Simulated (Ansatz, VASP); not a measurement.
# Two plane-wave programs on SiC (Moissanite 3C)

INCAR

```
SYSTEM = SiC
ALGO = Normal ; EDIFF = 1E-6
ENCUT = 520 ; GGA = PS
ISIF = 2 ; ISMEAR = 0
LASPH = .TRUE. ; LCHARG = .FALSE.
LREAL = .FALSE. ; LWAVE = .FALSE.
NBANDS = 11 ; NELM = 80
PREC = Accurate ; SIGMA = 0.05
```

The input KPOINTS:

```
k-points
0
G
  18 18 18
  0 0 0
```

Contents of POSCAR:

```
SiC
1.0
    0.0000000000      2.1186928811      2.1186928811
    2.1186928811      0.0000000000      2.1186928811
    2.1186928811      2.1186928811      0.0000000000
Si C
1 1
Direct
    0.0000000000      0.0000000000      0.0000000000
    0.2500000000      0.2500000000      0.2500000000
```

Input for Ansatz:

```yaml
crystal:
  lattice:
    - [0.0, 2.1186928811, 2.1186928811]
    - [2.1186928811, 0.0, 2.1186928811]
    - [2.1186928811, 2.1186928811, 0.0]
  atoms:
    - { symbol: Si, position: [0.0, 0.0, 0.0] }
    - { symbol: C, position: [0.25, 0.25, 0.25] }
basis:
  ecutwfc: 420
  ecutrho_ratio: 4
kpoints:
  mp_grid: { grid: [18, 18, 18] }
hamiltonian:
  xc: pbesol
scf:
  occupations: { method: gaussian, width: 0.05 }
output:
  forces: true
  stress: true
  eigenvalues: true
```

Alike in both runs: task single point; functional PBEsol; k mesh 18 × 18 × 18; occupations gaussian, width 0.05 eV; no spin polarisation.

|  | VASP | Ansatz |
| --- | --- | --- |
| version | VASP 6.6.1 | Ansatz 0.2.0 |
| potentials or method | VASP PAW PBE potentials, release 64 (Si, C) | scalar-relativistic, plane waves, PAW |
| plane-wave cutoff (eV) | 520 | 420 |
| valence electrons in the cell | 8 | 8 |

```csv
,VASP,Ansatz,Ansatz less VASP
gap on the k mesh at the Fermi level (eV),1.15,1.16,+0.010
least direct gap on the mesh (eV),4.53,4.54,+0.012
pressure (GPa),22.1,21.7,-0.44
```

The functional is the same, so the differences come from potentials, cutoffs and numerics.

Caveats: so large a pressure means that the cell lies far from this level's equilibrium, or that cutoff or potentials fall short (VASP); the potentials were made for another functional, which shifts forces and pressure (VASP). A k mesh can miss the band edges.
